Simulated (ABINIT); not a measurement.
# GaN (P6_3mc) in ABINIT: further runs

Runs on GaN. Level: PBE. Tasks: band structure.

All numbers are computed with ABINIT 10.8.3 (patched build); they aren't measurements. Logs are shortened: lines on timing, memory, paths and dates and some standing lists are left out, and cuts for length are marked. The log counts tension as positive stress, the text compression.

**The experiment to reproduce.**

“Studying electronic properties in GaN without electrical contacts using γ-γ vs e−-γ Perturbed Angular Correlations”, 2019, pmc:6823545 quotes, for a bulk crystal of GaN: band gap 3.503 ± 0.005 eV (direct).

The results are compared with them further down.

## (1) Starting point

The structure is hexagonal, space group P6_3mc (No. 186). Conventional cell: a = 3.180 Å, b = 3.180 Å, c = 5.166 Å, α = 90.00°, β = 90.00°, γ = 120.00°. Ga (site symmetry 3m) is surrounded by 4 N at 1.94 to 1.95 Å. N (site symmetry 3m) has 4 Ga at 1.94 to 1.95 Å as nearest neighbours.

## (2) Band structure, PBE

The input, run.abi:

```
ndtset 2

pp_dirpath "./"
pseudos "Ga.GGA_PBE-JTH.xml, N.GGA_PBE-JTH.xml"

acell 3*1.0
rprim
     6.0093290763     0.0000000000     0.0000000000
    -3.0046645382     5.2042316397     0.0000000000
     0.0000000000     0.0000000000     9.7623251598
ntypat 2
znucl 31 7
natom 4
typat 1 1 2 2
xred
     0.6666666667     0.3333333333     0.5000000000
     0.3333333333     0.6666666667     0.0000000000
     0.6666666667     0.3333333333     0.8750000000
     0.3333333333     0.6666666667     0.3750000000

ecut 26.0
pawecutdg 48.0
pawxcdev 0

ixc 11

occopt 3
tsmear 0.05 eV

nstep 100

iomode 3
prtwf 0
prteig 0
prtebands 0
enunit 1
prtden1 1

kptopt1 1
ngkpt1 8 8 4
nshiftk1 1
shiftk1 0.0 0.0 0.0
nband1 22
tolvrs1 1.0e-9

iscf2 -2
getden2 1
nband2 28
nbdbuf2 4
tolwfr2 1.0e-11
kptopt2 -7
ndivsm2 6
prteig2 1
prtvol2 -3
kptbounds2
     0.0000000000     0.0000000000     0.0000000000
     0.5000000000     0.0000000000     0.0000000000
     0.3333333333     0.3333333333     0.0000000000
     0.0000000000     0.0000000000     0.0000000000
     0.0000000000     0.0000000000     0.5000000000
     0.5000000000     0.0000000000     0.5000000000
     0.3333333333     0.3333333333     0.5000000000
     0.0000000000     0.0000000000     0.5000000000
```

Potentials or basis: JTH PAW PBE v2.0.

Command:

```bash
> abinit run.abi > log 2>&1
```

run.abo:

```text
.Version 10.8.3 of ABINIT
 DATASET    1 : space group P6_3 m c (#186); Bravais hP (primitive hexag.)
================================================================================
 Values of the parameters that define the memory need for DATASET  1.
     intxc =       0    ionmov =       0      iscf =      17    lmnmax =      18
     lnmax =       6     mgfft =      48  mpssoang =       3    mqgrid =    3045
     natom =       4  nloc_mem =       2    nspden =       1   nspinor =       1
    nsppol =       1      nsym =      12    n1xccc =       1    ntypat =       2
    occopt =       3   xclevel =       2
       mpw =        1955          nfft =       43200          nkpt =          30
 PAW method is used; the additional fine FFT grid is defined by:
   mgfftf=        64    nfftf =    102400
================================================================================
================================================================================

 DATASET    2 : space group P6_3 m c (#186); Bravais hP (primitive hexag.)
================================================================================
 Values of the parameters that define the memory need for DATASET  2.
     intxc =       0    ionmov =       0      iscf =      -2    lmnmax =      18
     lnmax =       6     mgfft =      48  mpssoang =       3    mqgrid =    3045
     natom =       4  nloc_mem =       2    nspden =       1   nspinor =       1
    nsppol =       1      nsym =      12    n1xccc =       1    ntypat =       2
    occopt =       3   xclevel =       2
       mpw =        1959          nfft =       43200          nkpt =          67
 PAW method is used; the additional fine FFT grid is defined by:
   mgfftf=        64    nfftf =    102400
================================================================================
================================================================================

--------------------------------------------------------------------------------
------------- Echo of variables that govern the present computation ------------
--------------------------------------------------------------------------------
 -outvars: echo values of preprocessed input variables --------
            acell      1.0000000000E+00  1.0000000000E+00  1.0000000000E+00 Bohr
              amu      6.97230000E+01  1.40067400E+01
             ecut      2.60000000E+01 Hartree
           enunit           1
           getden1          0
           getden2          1
             iscf1         17
             iscf2         -2
              ixc          11
           jdtset        1    2
           kptopt1          1
           kptopt2         -7
         kptrlatt        8    0    0      0    8    0      0    0    4
          kptrlen1     3.90493006E+01
          kptrlen2     3.00000000E+01
            natom           4
            nband1         22
            nband2         28
           nbdbuf1          0
           nbdbuf2          4
           ndtset           2
           ndivsm1          0
           ndivsm2          6
            ngfft          30      30      48
          ngfftdg          40      40      64
             nkpt1         30
             nkpt2         67
            nstep         100
             nsym          12
           ntypat           2
           occopt           3
        pawecutdg      4.80000000E+01 Hartree
         pawxcdev           0
        prtebands           0
           prteig1          0
           prteig2          1
           prtvol1          0
           prtvol2         -3
            prtwf           0
            rprim      6.0093290763E+00  0.0000000000E+00  0.0000000000E+00
                      -3.0046645382E+00  5.2042316397E+00  0.0000000000E+00
                       0.0000000000E+00  0.0000000000E+00  9.7623251598E+00
           shiftk1     0.00000000E+00  0.00000000E+00  0.00000000E+00
           shiftk2     5.00000000E-01  5.00000000E-01  5.00000000E-01
          spgroup         186
           tolvrs1     1.00000000E-09
           tolvrs2     0.00000000E+00
           tolwfr1     0.00000000E+00
           tolwfr2     1.00000000E-11
           tsmear      1.83746611E-03 Hartree
            typat      1  1  2  2
           useylm           1
           xangst      1.5899999989E+00  9.1798692737E-01  2.5829999982E+00
                      -1.7639790514E-11  1.8359738547E+00  0.0000000000E+00
                       1.5899999989E+00  9.1798692737E-01  4.5202499969E+00
                      -1.7639790514E-11  1.8359738547E+00  1.9372499987E+00
            xcart      3.0046645381E+00  1.7347438799E+00  4.8811625799E+00
[... 258 lines left out ...]

 Fine grid specifications (used for densities):

 getcut: wavevector=  0.0000  0.0000  0.0000  ngfft=  40  40  64
         ecut(hartree)=     48.000   => boxcut(ratio)=   2.10204
--------------------------------------------------------------------------------

================================================================================
 Non-SCF case, kpt    1 (  0.00000  0.00000  0.00000), residuals and eigenvalues=
  3.56E-12  7.43E-12  3.57E-12  3.18E-12  2.56E-12  5.94E-12  9.12E-12  3.39E-12
  3.96E-12  4.04E-12  5.84E-12  9.83E-12  1.91E-12  1.74E-12  2.64E-12  2.68E-12
  2.38E-12  9.06E-12  6.45E-12  4.02E-12  5.97E-12  9.60E-12  8.57E-12  3.14E-12
  6.38E-12  7.59E-12  2.54E-07  3.88E-10
 -3.7351E-01 -3.3825E-01 -2.7760E-01 -2.7682E-01 -2.7682E-01 -2.7447E-01
 -2.7447E-01 -2.6748E-01 -2.6748E-01 -2.6369E-01 -2.6369E-01 -2.1786E-01
 -4.5401E-02  1.7821E-01  1.7821E-01  2.1512E-01  2.1731E-01  2.1731E-01
  2.8934E-01  3.7502E-01  5.5725E-01  5.8168E-01  5.8168E-01  6.1562E-01
  6.4939E-01  6.4939E-01  7.5450E-01  7.9266E-01
 Non-SCF case, kpt    2 (  0.04545  0.00000  0.00000), residuals and eigenvalues=
[... 645 lines left out ...]
 -2.6640E-01 -2.6640E-01 -2.6523E-01 -2.6523E-01 -2.6341E-01 -2.6341E-01
  7.4816E-02  7.4816E-02  1.9299E-01  1.9299E-01  1.9606E-01  1.9606E-01
  3.7859E-01  3.7859E-01  5.2788E-01  5.2788E-01  5.9960E-01  5.9960E-01
  6.0270E-01  6.0270E-01  8.2083E-01  8.2083E-01
 Non-SCF case, kpt   67 (  0.00000  0.00000  0.50000), residuals and eigenvalues=
  4.40E-12  7.83E-12  8.46E-12  1.99E-12  4.47E-12  5.19E-12  5.00E-12  9.90E-12
  3.65E-12  4.33E-12  2.70E-12  3.26E-12  2.76E-12  6.96E-12  6.26E-12  1.77E-12
  2.21E-12  7.31E-12  1.89E-12  2.87E-12  5.36E-12  6.05E-12  4.67E-12  7.28E-12
  5.31E-12  7.72E-12  2.07E-09  9.65E-08
 -3.5205E-01 -3.5205E-01 -2.7603E-01 -2.7603E-01 -2.7603E-01 -2.7603E-01
 -2.6523E-01 -2.6523E-01 -2.6523E-01 -2.6523E-01 -2.6494E-01 -2.6494E-01
  7.4915E-02  7.4915E-02  1.9726E-01  1.9726E-01  1.9726E-01  1.9726E-01
  3.7474E-01  3.7474E-01  5.3100E-01  5.3100E-01  6.0067E-01  6.0067E-01
  6.0067E-01  6.0067E-01  8.1850E-01  8.1850E-01

--- !ResultsGS
iteration_state: {dtset: 2, }
comment   : Summary of ground state results
lattice_vectors:
- [  6.0093291,   0.0000000,   0.0000000, ]
- [ -3.0046645,   5.2042316,   0.0000000, ]
- [  0.0000000,   0.0000000,   9.7623252, ]
lattice_lengths: [   6.00933,    6.00933,    9.76233, ]
lattice_angles: [ 90.000,  90.000, 120.000, ] # degrees, (23, 13, 12)
lattice_volume:   3.0530638E+02
convergence: {deltae:  0.000E+00, res2:  0.000E+00, residm:  9.990E-12, diffor:  0.000E+00, }
etotal    :  -1.78277385E+02
entropy   :   0.00000000E+00
fermie    :   2.54303085E-01
cartesian_stress_tensor: null
pressure_GPa: null
xred      :
- [  6.6667E-01,   3.3333E-01,   5.0000E-01, Ga]
- [  3.3333E-01,   6.6667E-01,   0.0000E+00, Ga]
- [  6.6667E-01,   3.3333E-01,   8.7500E-01,  N]
- [  3.3333E-01,   6.6667E-01,   3.7500E-01,  N]
cartesian_forces: null
force_length_stats: {min: null, max: null, mean: null, }
...

 Integrated electronic density in atomic spheres:
 ------------------------------------------------
 Atom  Sphere_radius  Integrated_density
    1        2.10359         11.19142484
    2        2.10359         11.19142484
    3        1.20497          2.55842803
    4        1.20497          2.55842803

================================================================================

 ----iterations are completed or convergence reached----

 Mean square residual over all n,k,spin=   50.878E-13; max=  99.900E-13
 reduced coordinates (array xred) for    4 atoms
       0.666666666667      0.333333333333      0.500000000000
       0.333333333333      0.666666666667      0.000000000000
       0.666666666667      0.333333333333      0.875000000000
       0.333333333333      0.666666666667      0.375000000000

 cartesian coordinates (angstrom) at end:
    1      1.58999999890987     0.91798692737376     2.58299999824324
    2     -0.00000000001764     1.83597385474752     0.00000000000000
    3      1.58999999890987     0.91798692737376     4.52024999692566
    4     -0.00000000001764     1.83597385474752     1.93724999868243
 length scales=  1.000000000000  1.000000000000  1.000000000000 bohr
              =  0.529177210544  0.529177210544  0.529177210544 angstroms
 Eigenvalues (   eV  ) for nkpt=  67  k points:
 kpt#   1, nband= 28, wtk=  1.00000, kpt=  0.0000  0.0000  0.0000 (reduced coord)
 -10.16360   -9.20431   -7.55385   -7.53255   -7.53255   -7.46869   -7.46869   -7.27850
  -7.27850   -7.17538   -7.17538   -5.92840   -1.23541    4.84921    4.84921    5.85368
   5.91321    5.91321    7.87322   10.20474   15.16357   15.82826   15.82826   16.75175
  17.67086   17.67086   20.53094   21.56927
 kpt#   2, nband= 28, wtk=  1.00000, kpt=  0.0455  0.0000  0.0000 (reduced coord)
 -10.14260   -9.19879   -7.55160   -7.52943   -7.52638   -7.46657   -7.46448   -7.28028
  -7.27881   -7.17921   -7.17486   -5.91367   -1.20555    4.68608    4.80387    5.69005
   5.83558    5.89515    8.07901   10.34621   15.11781   15.64667   15.88473   16.79195
  17.54646   17.71876   20.29701   21.41698
 kpt#   3, nband= 28, wtk=  1.00000, kpt=  0.0909  0.0000  0.0000 (reduced coord)
 -10.08124   -9.18321   -7.54375   -7.52062   -7.50853   -7.45948   -7.45220   -7.28552
  -7.27935   -7.18969   -7.17342   -5.87041   -1.11684    4.24441    4.67586    5.19695
   5.77092    5.84053    8.53054   10.71427   14.91341   15.28191   16.04175   16.84627
  17.28834   17.85123   19.74516   21.13053
 kpt#   4, nband= 28, wtk=  1.00000, kpt=  0.1364  0.0000  0.0000 (reduced coord)
  -9.98445   -9.16018   -7.53047   -7.50770   -7.47915   -7.44378   -7.43279   -7.29373
[... 304 lines left out ...]
  -9.52890   -9.52890   -7.50347   -7.50347   -7.49694   -7.49694   -7.27709   -7.27709
  -7.21758   -7.21758   -7.11032   -7.11032    2.02051    2.02051    4.95051    4.95051
   5.23599    5.23599   10.57172   10.57172   14.14000   14.14000   16.24004   16.24004
  16.56278   16.56278   22.38328   22.38329
 kpt#  66, nband= 28, wtk=  1.00000, kpt=  0.0256  0.0256  0.5000 (reduced coord)
  -9.56672   -9.56672   -7.50931   -7.50931   -7.50756   -7.50756   -7.24924   -7.24924
  -7.21728   -7.21728   -7.16782   -7.16782    2.03586    2.03586    5.25164    5.25164
   5.33512    5.33512   10.30185   10.30185   14.36435   14.36435   16.31591   16.31591
  16.40038   16.40038   22.33596   22.33596
 kpt#  67, nband= 28, wtk=  1.00000, kpt=  0.0000  0.0000  0.5000 (reduced coord)
  -9.57984   -9.57984   -7.51122   -7.51122   -7.51122   -7.51122   -7.21715   -7.21715
  -7.21715   -7.21715   -7.20943   -7.20943    2.03853    2.03853    5.36778    5.36778
   5.36778    5.36778   10.19731   10.19731   14.44934   14.44934   16.34502   16.34502
  16.34502   16.34502   22.27242   22.27242

== END DATASET(S) ==============================================================
================================================================================

 -outvars: echo values of variables after computation  --------
            acell      1.0000000000E+00  1.0000000000E+00  1.0000000000E+00 Bohr
           etotal1    -1.7827738538E+02
            fcart1    -1.7923100492E-28 -2.0695813788E-28 -2.6761019899E-03
                      -1.7923100492E-28 -6.2087441365E-28 -2.6761019899E-03
                       1.7923100492E-28  8.2783255153E-28  2.6761019899E-03
                       1.7923100492E-28  1.7219155530E-39  2.6761019899E-03
            rprim      6.0093290763E+00  0.0000000000E+00  0.0000000000E+00
                      -3.0046645382E+00  5.2042316397E+00  0.0000000000E+00
                       0.0000000000E+00  0.0000000000E+00  9.7623251598E+00
           strten1    -2.4107649400E-04 -2.4107649340E-04 -3.1406465399E-04
                       0.0000000000E+00  0.0000000000E+00  1.9591288444E-13
           xangst      1.5899999989E+00  9.1798692737E-01  2.5829999982E+00
                      -1.7639790514E-11  1.8359738547E+00  0.0000000000E+00
                       1.5899999989E+00  9.1798692737E-01  4.5202499969E+00
                      -1.7639790514E-11  1.8359738547E+00  1.9372499987E+00
             xred      6.6666666667E-01  3.3333333333E-01  5.0000000000E-01
                       3.3333333333E-01  6.6666666667E-01  0.0000000000E+00
                       6.6666666667E-01  3.3333333333E-01  8.7500000000E-01
                       3.3333333333E-01  6.6666666667E-01  3.7500000000E-01
 Calculation completed.
```

Wall time 1.8 min (1 thread of Arm Neoverse V1, shared host); peak memory 0.15 GiB.

What came out:

| Property | Result |
| --- | --- |
| Free energy | -4851.1748 eV |
| Pressure | 7.8 GPa |
| Largest force | 0.138 eV/Å |
| Band gap on the k mesh | 1.96 eV, direct |
| Band gap along the path | 1.96 eV, direct |
| Valence electrons inside the program's atomic spheres | Ga 11.19; N 2.56 |

Forces in eV/Å, atoms in the order of the input:
```
Ga   0.000  0.000 -0.138
Ga   0.000  0.000 -0.138
N    0.000  0.000  0.138
N    0.000  0.000  0.138
```

Levels at the corners of the path, in eV from the valence-band top:
| point | band 15 | band 16 | band 17 | band 18 | band 19 | band 20 | band 21 | band 22 |
| --- | --- | --- | --- | --- | --- | --- | --- | --- |
| Γ | -1.06 | -0.06 | 0.00 | 0.00 | 1.96 | 4.29 | 9.25 | 9.92 |
| M | -4.28 | -2.79 | -2.26 | -0.99 | 5.07 | 5.60 | 6.06 | 8.66 |
| K | -5.34 | -3.04 | -3.04 | -2.72 | 5.12 | 7.86 | 7.86 | 8.43 |
| Γ | -1.06 | -0.06 | 0.00 | 0.00 | 1.96 | 4.29 | 9.25 | 9.92 |
| A | -0.55 | -0.55 | -0.55 | -0.55 | 4.28 | 4.28 | 8.54 | 8.54 |
| L | -1.96 | -1.96 | -1.93 | -1.93 | 4.42 | 4.42 | 7.83 | 7.83 |
| H | -4.23 | -4.23 | -1.51 | -1.51 | 6.48 | 6.48 | 7.32 | 7.32 |
| A | -0.55 | -0.55 | -0.55 | -0.55 | 4.28 | 4.28 | 8.54 | 8.54 |

## (3) Band structure, PBE, spin-orbit coupling, no magnetisation

run.abi, as its differences from that of step 2:

```diff
@@ -29,2 +29,6 @@
 
+nspinor 2
+nspden 1
+pawspnorb 1
+
 nstep 100
@@ -38,3 +42,3 @@
 
-kptopt1 1
+kptopt1 4
 ngkpt1 8 8 4
@@ -42,3 +46,3 @@
 shiftk1 0.0 0.0 0.0
-nband1 22
+nband1 44
 tolvrs1 1.0e-9
@@ -47,4 +51,4 @@
 getden2 1
-nband2 28
-nbdbuf2 4
+nband2 56
+nbdbuf2 8
 tolwfr2 1.0e-11
```

Potentials or basis: JTH PAW PBE v2.0.

Command:

```bash
> abinit run.abi > log 2>&1
```

It took 11 min on 1 thread of Arm Neoverse V1, shared host; peak memory 0.32 GiB.

The run converged. Its results:

```
Free energy                                           : -4851.1859 eV
Pressure                                              : 7.8 GPa
Largest force                                         : 0.138 eV/Å
Band gap on the k mesh                                : 1.96 eV, direct
Band gap along the path                               : 1.96 eV, direct
Valence electrons inside the program's atomic spheres : Ga 11.19; N 2.56
```

Forces on the atoms (eV/Å):
```
Ga   0.000  0.000 -0.138
Ga   0.000  0.000 -0.138
N    0.000  0.000  0.138
N    0.000  0.000  0.138
```

Stress tensor (GPa, compression positive):
```
7.08 0.00 0.00
0.00 7.08 0.00
0.00 0.00 9.22
```

Levels at the corners of the path, in eV from the valence-band top:
| point | band 32 | band 33 | band 34 | band 35 | band 36 | band 37 | band 38 | band 39 | band 40 | band 41 |
| --- | --- | --- | --- | --- | --- | --- | --- | --- | --- | --- |
| Γ | -0.06 | 0.00 | 0.00 | 0.00 | 0.00 | 1.96 | 1.96 | 4.29 | 4.29 | 9.25 |
| M | -2.79 | -2.27 | -2.27 | -0.99 | -0.99 | 5.06 | 5.06 | 5.60 | 5.60 | 6.06 |
| K | -3.04 | -3.04 | -3.02 | -2.72 | -2.72 | 5.12 | 5.12 | 7.85 | 7.86 | 7.87 |
| Γ | -0.06 | 0.00 | 0.00 | 0.00 | 0.00 | 1.96 | 1.96 | 4.29 | 4.29 | 9.25 |
| A | -0.56 | -0.54 | -0.54 | -0.54 | -0.54 | 4.28 | 4.28 | 4.28 | 4.28 | 8.53 |
| L | -1.97 | -1.92 | -1.92 | -1.92 | -1.92 | 4.42 | 4.42 | 4.42 | 4.42 | 7.83 |
| H | -4.21 | -1.52 | -1.52 | -1.51 | -1.51 | 6.47 | 6.47 | 6.49 | 6.49 | 7.30 |
| A | -0.56 | -0.54 | -0.54 | -0.54 | -0.54 | 4.28 | 4.28 | 4.28 | 4.28 | 8.53 |

## (4) Comparison with measurements

Step 2. Measured gap of GaN: 3.503 eV (direct; quoted in “Studying electronic properties in GaN without electrical contacts using γ-γ vs e−-γ Perturbed Angular Correlations”, 2019, pmc:6823545). This calculation gives 1.96 eV (-1.54 eV). Spin-orbit coupling on Ga is left out. The value is that of PBE, without temperature or zero-point motion. Semilocal functionals fall short of measured gaps as a rule.

Step 3. A measured gap of GaN is 3.503 eV (direct; quoted in “Studying electronic properties in GaN without electrical contacts using γ-γ vs e−-γ Perturbed Angular Correlations”, 2019, pmc:6823545); the calculated 1.96 eV misses it by -1.55 eV. The value is that of PBE, without temperature or zero-point motion. Semilocal functionals fall short of measured gaps as a rule.
